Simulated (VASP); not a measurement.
# Se (Pm-3m) in VASP: single point with PBE+D3(BJ)

Aim: the single point of Se with PBE+D3(BJ).

Program: VASP 6.6.1. These are calculated values, not measurements. Logs are shortened: lines on timing, memory, paths and dates and some standing lists are left out, and cuts for length are marked.

### Step 1. Starting point

The structure is cubic, space group Pm-3m (No. 221). Conventional cell: a = 2.811 Å, b = 2.811 Å, c = 2.811 Å, α = 90.00°, β = 90.00°, γ = 90.00°. Se (site symmetry m-3m) is surrounded by 6 Se at 2.81 Å.

This isn't the form of Se at room conditions, which is trigonal, of chains.

### Step 2. Single point, PBE+D3(BJ)

INCAR

```
SYSTEM = Se
PREC = Accurate
ENCUT = 520
EDIFF = 1E-6
ISMEAR = 0
SIGMA = 0.1
LREAL = .False.
LASPH = .True.
NELM = 60
ALGO = Fast
ISIF = 2
LWAVE = .False.
LCHARG = .False.
GGA = PE
IVDW = 12
NBANDS = 9
```

KPOINTS

```
Automatic mesh
0
Gamma
  6 6 6
  0 0 0
```

POSCAR

```
Se
1.0
    2.8105630200      0.0000000000      0.0000000000
    0.0000000000      2.8105630200      0.0000000000
    0.0000000000      0.0000000000      2.8105630200
Se
1
Direct
    0.0000000000      0.0000000000      0.0000000000
```

Potentials or basis: VASP PAW PBE potentials, release 64 (Se).

The run is started by

```console
$ cat potpaw_PBE.64/Se/POTCAR > POTCAR
$ mpirun -np 1 vasp_std > vasp.out
```

OUTCAR:

```text
SYSTEM = Se
   PREC = Accurate
   ENCUT = 520
   EDIFF = 1E-6
   ISMEAR = 0
   LREAL = .False.
   LASPH = .True.
   NELM = 60
   ISIF = 2
   GGA = PE
   IVDW = 12
 IVDW          = 12

 ion  position               nearest neighbor table
   1  0.000  0.000  0.000-

  LATTYP: Found a simple cubic cell.
 ALAT       =     2.8105630200

  Lattice vectors:

 A1 = (   2.8105630200,   0.0000000000,   0.0000000000)
 A2 = (   0.0000000000,   2.8105630200,   0.0000000000)
 A3 = (   0.0000000000,   0.0000000000,   2.8105630200)

Analysis of symmetry for initial positions (statically):
=====================================================================
 Subroutine PRICEL returns:
 Original cell was already a primitive cell.

 Routine SETGRP: Setting up the symmetry group for a
 simple cubic supercell.

 Subroutine GETGRP returns: Found 48 space group operations
 (whereof 48 operations were pure point group operations)
 out of a pool of 48 trial point group operations.

The static configuration has the point symmetry O_h .

Analysis of symmetry for dynamics (positions and initial velocities):
=====================================================================
 Subroutine PRICEL returns:
 Original cell was already a primitive cell.

 Routine SETGRP: Setting up the symmetry group for a
 simple cubic supercell.

 Subroutine GETGRP returns: Found 48 space group operations
 (whereof 48 operations were pure point group operations)
 out of a pool of 48 trial point group operations.

The dynamic configuration has the point symmetry O_h .

 Subroutine INISYM returns: Found 48 space group operations
 (whereof 48 operations are pure point group operations),
 and found     1 'primitive' translations

----------------------------------------------------------------------------------------

                                     Primitive cell

  volume of cell :      22.2014

  direct lattice vectors                    reciprocal lattice vectors
     2.810563020  0.000000000  0.000000000     0.355800597  0.000000000  0.000000000
     0.000000000  2.810563020  0.000000000     0.000000000  0.355800597  0.000000000
     0.000000000  0.000000000  2.810563020     0.000000000  0.000000000  0.355800597

  length of vectors
     2.810563020  2.810563020  2.810563020     0.355800597  0.355800597  0.355800597

  position of ions in fractional coordinates (direct lattice)
     0.000000000  0.000000000  0.000000000

  ion indices of the primitive-cell ions
   primitive index   ion index
                 1           1

----------------------------------------------------------------------------------------

 KPOINTS: Automatic mesh

Automatic generation of k-mesh.
 Grid dimensions read from file:
 generate k-points for:    6    6    6

 Generating k-lattice:

  Cartesian coordinates                     Fractional coordinates (reciprocal lattice)
     0.059300099  0.000000000  0.000000000     0.166666667  0.000000000  0.000000000
     0.000000000  0.059300099  0.000000000     0.000000000  0.166666667  0.000000000
     0.000000000  0.000000000  0.059300099     0.000000000  0.000000000  0.166666667

  Length of vectors
     0.059300099  0.059300099  0.059300099

  Shift w.r.t. Gamma in fractional coordinates (k-lattice)
     0.000000000  0.000000000  0.000000000

 Subroutine IBZKPT returns following result:
 ===========================================

 Found     20 irreducible k-points:

 Following reciprocal coordinates:
            Coordinates               Weight
  0.000000  0.000000  0.000000      1.000000
  0.166667  0.000000  0.000000      6.000000
  0.333333  0.000000  0.000000      6.000000
  0.500000  0.000000  0.000000      3.000000
  0.166667  0.166667  0.000000     12.000000
  0.333333  0.166667  0.000000     24.000000
[... 12 lines left out ...]
  0.500000  0.500000  0.333333      6.000000
  0.500000  0.500000  0.500000      1.000000
   k-points           NKPTS =     20   k-points in BZ     NKDIM =     20   number of bands    NBANDS=      9
   number of dos      NEDOS =    301   number of ions     NIONS =      1
   total plane-waves  NPLWV =  13824
   dimension x,y,z NGX =    24 NGY =   24 NGZ =   24
   dimension x,y,z NGXF=    48 NGYF=   48 NGZF=   48
   ions per type =               1
   NGX,Y,Z   is equivalent  to a cutoff of  14.20, 14.20, 14.20 a.u.
   NGXF,Y,Z  is equivalent  to a cutoff of  28.39, 28.39, 28.39 a.u.
 SYSTEM =  Se
   PREC   = accura    normal or accurate (medium, high low for compatibility)
   ISTART =      0    job   : 0-new  1-cont  2-samecut
   ICHARG =      2    charge: 1-file 2-atom 10-const
   ISPIN  =      1    spin polarized calculation?
   LNONCOLLINEAR =      F non collinear calculations
   LSORBIT =      F    spin-orbit coupling
   LASPH  =      T    aspherical Exc in radial PAW
   ENCUT  =  520.0 eV  38.22 Ry    6.18 a.u.   5.23  5.23  5.23*2*pi/ulx,y,z
   NELM   =     60;   NELMIN=  2; NELMDL= -5     # of ELM steps
   EDIFF  = 0.1E-05   stopping-criterion for ELM
   LREAL  =      F    real-space projection
   EDIFFG = 0.1E-04   stopping-criterion for IOM
   NSW    =      0    number of steps for IOM
   IBRION =     -1    ionic relax: 0-MD 1-quasi-New 2-CG
   NFREE  =      0    steps in history (QN), initial steepest desc. (CG)
   ISIF   =      2    stress and relaxation
   ISYM   =      2    0-nonsym 1-usesym 2-fastsym
   POTIM  = 0.5000    time-step for ionic-motion
   TEBEG  =    0.0;   TEEND  =   0.0 temperature during run
   PSTRESS=    0.0 pullay stress
   NELECT =       6.0000    total number of electrons
   NUPDOWN=      -1.0000    fix difference up-down
   EMIN   =  10.00;   EMAX   =-10.00  energy-range for DOS
   EFERMI =   0.00;   METHOD = LEGACY
   ISMEAR =     0;   SIGMA  =   0.10  broadening in eV -4-tet -1-fermi 0-gaus
   EFERMI_NEDOS =   21; number of points for ismear=-14 and -15
   IALGO  =     68    algorithm
   IMIX   =      4    mixing-type and parameters
     AMIX     =   0.40;   BMIX     =  1.00
     AMIX_MAG =   1.60;   BMIX_MAG =  1.00
  volume/ion in A,a.u.               =      22.20       149.82
  Fermi-wavevector in a.u.,A,eV,Ry     =   1.058438  2.000157 15.242472  1.120290
  Thomas-Fermi vector in A             =   2.193747
   LORBIT       =      0    0 simple, 1 ext, 2 COOP (PROOUT), +10 PAW based schemes
   GGA     = PE    functional components
   LHFCALC =     F    Hartree Fock is set to
   AEXX    =    0.0000 exact exchange contribution
   IVDW    =    12    specifies the selected vdW correction
   LEPSILON=     F    determine dielectric tensor
   LRPA    =     F    only Hartree local field effects (RPA)
 non-spin polarized calculation
 RMM-DIIS sequential band-by-band and
 Gauss-broadening in eV      SIGMA  =   0.10
  energy-cutoff  :      520.00
  volume of cell :       22.20
 maximum number of plane-waves:       624
 NGX is ok and might be reduce to    24
   NGX = 11   NGY = 11   NGZ = 11

 number of electron       5.9999999 magnetization

 Free energy of the ion-electron system (eV)
  ---------------------------------------------------
  ext. energy  EPLUGINS =         0.00000000
  ---------------------------------------------------
  free energy    TOTEN  =        -3.16954989 eV

  energy without entropy =       -3.16390847  energy(sigma->0) =       -3.16672918

 E-fermi :   4.8808     XC(G=0): -10.0030

 val. band max:        4.7153106803   @ k =   0.3333   0.1667   0.1667
 cond. band min:       4.9273486814   @ k =   0.3333   0.1667   0.1667
 fundamental gap:      0.2120380011
 Fermi energy:         4.8808060448

 k-point     1 :       0.0000    0.0000    0.0000
  band No.  band energies     occupation
      1     -11.2960      2.00000
      2       6.3175      0.00000
      3       6.3175      0.00000
      4       6.3175      0.00000
      5      12.6427      0.00000
      6      12.6427      0.00000
      7      12.8674      0.00000
      8      27.2536      0.00000
      9      27.2550      0.00000

 k-point     2 :       0.1667    0.0000    0.0000
  band No.  band energies     occupation
      1     -10.9018      2.00000
      2       3.2575      2.00000
      3       6.6239      0.00000
      4       6.6239      0.00000
      5      13.0390      0.00000
      6      13.2733      0.00000
      7      16.5517      0.00000
      8      23.3714      0.00000
      9      23.3714      0.00000

 k-point     3 :       0.3333    0.0000    0.0000
  band No.  band energies     occupation
      1      -9.8914      2.00000
      2      -0.5008      2.00000
      3       7.3399      0.00000
      4       7.3399      0.00000
      5      14.0700      0.00000
      6      14.6913      0.00000
      7      19.6278      0.00000
      8      19.8701      0.00000
      9      19.8701      0.00000

 k-point     4 :       0.5000    0.0000    0.0000
  band No.  band energies     occupation
      1      -9.1713      2.00000
      2      -2.1920      2.00000
      3       7.7735      0.00000
      4       7.7735      0.00000
      5      14.8293      0.00000
      6      16.5904      0.00000
      7      17.5136      0.00000
      8      18.4886      0.00000
      9      18.4886      0.00000
[... 157 lines left out ...]
 k-point    18 :       0.5000    0.3333    0.3333
  band No.  band energies     occupation
      1      -6.3672      2.00000
      2       0.3851      2.00000
      3       2.4900      2.00000
      4       2.7641      2.00000
      5      10.6366      0.00000
      6      11.7018      0.00000
      7      13.7510      0.00000
      8      19.0703      0.00000
      9      26.7099      0.00000

 k-point    19 :       0.5000    0.5000    0.3333
  band No.  band energies     occupation
      1      -5.6349      2.00000
      2       0.9688      2.00000
      3       0.9688      2.00000
      4       3.1695      2.00000
      5       9.5305      0.00000
      6      12.2437      0.00000
      7      12.2437      0.00000
      8      17.0264      0.00000
      9      28.1120      0.00000

 k-point    20 :       0.5000    0.5000    0.5000
  band No.  band energies     occupation
      1      -4.8863      2.00000
      2       1.5117      2.00000
      3       1.5117      2.00000
      4       1.5117      2.00000
      5      10.7028      0.00000
      6      10.7028      0.00000
      7      10.7028      0.00000
      8      14.8241      0.00000
      9      33.8998      0.00000

------------------------ aborting loop because EDIFF is reached ----------------------------------------

 Edisp (eV)   -0.39528

 E8    (eV) :    -0.1633

  FORCE on cell =-STRESS in cart. coord.  units (eV):
  Direction    XX          YY          ZZ          XY          YZ          ZX
  --------------------------------------------------------------------------------------
  -------------------------------------------------------------------------------------
  Total      -0.25877    -0.25877    -0.25877     0.00000     0.00000     0.00000
  in kB     -18.67456   -18.67456   -18.67456     0.00000     0.00000     0.00000
  external pressure =      -18.67 kB  Pullay stress =        0.00 kB

 VOLUME and BASIS-vectors are now :
 -----------------------------------------------------------------------------
  energy-cutoff  :      520.00
  volume of cell :       22.20
      direct lattice vectors                 reciprocal lattice vectors
     2.810563020  0.000000000  0.000000000     0.355800597  0.000000000  0.000000000
     0.000000000  2.810563020  0.000000000     0.000000000  0.355800597  0.000000000
     0.000000000  0.000000000  2.810563020     0.000000000  0.000000000  0.355800597

 POSITION                                       TOTAL-FORCE (eV/Angst)
 -----------------------------------------------------------------------------------
      0.00000      0.00000      0.00000         0.000000      0.000000      0.000000
 -----------------------------------------------------------------------------------
    total drift:                               -0.000000      0.000000      0.000000

  FREE ENERGIE OF THE ION-ELECTRON SYSTEM (eV)
  ---------------------------------------------------
  free  energy   TOTEN  =        -3.5648253160 eV

  energy  without entropy=       -3.5591839024  energy(sigma->0) =       -3.56200461
```

Wall time 5.1 s (1 thread of Intel Xeon Platinum 8488C (Sapphire Rapids), shared host); peak memory 0.14 GiB.

What came out:

```yaml
Free_energy: -3.5648 eV
Pressure: -1.9 GPa
Band_gap_on_the_k_mesh: none (metal or under the smearing width)
Dispersion_energy_per_atom: -0.395 eV
```

Caveat: the k mesh is coarse (spacing up to 0.37 Å⁻¹), so the values aren't converged; pairwise dispersion overbinds metals, which lowers pressure and volume.
